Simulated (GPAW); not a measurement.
The system is BN.

```
N B
1.0
     0.00000    1.81300    1.81300
     1.81300    0.00000    1.81300
     1.81300    1.81300    0.00000
N B
1 1
Direct
  0.75000 0.75000 0.75000
  0.00000 0.00000 0.00000
```

The cell is a database's computed one.

Base run:

| Item | Value |
| --- | --- |
| Program | GPAW 26.7.0 |
| Functional | TB-mBJ |
| Potentials or basis | GPAW PAW data sets for LDA (gpaw-data 1.2.1) |
| Cutoff | 800 eV |
| Basis | pw |
| k mesh | 10 × 10 × 10 |
| Occupations | fermi-dirac, width 0.05 eV |
| Spin | no spin polarisation |

Its results: band gap on the k mesh 5.83 eV, indirect (least direct gap 10.35 eV).

Problem. The run is repeated on the same cell with these changes: functional from TB-mBJ to PBE; potentials or basis from GPAW PAW data sets for LDA (gpaw-data 1.2.1) to SG15 ONCV 1.2; cutoff from 800 eV to 1100 eV. What comes out?

Solution. Band gap on the k mesh 4.53 eV, indirect (least direct gap 8.76 eV).

Caveats: a model potential gives levels but no total energy (some runs).
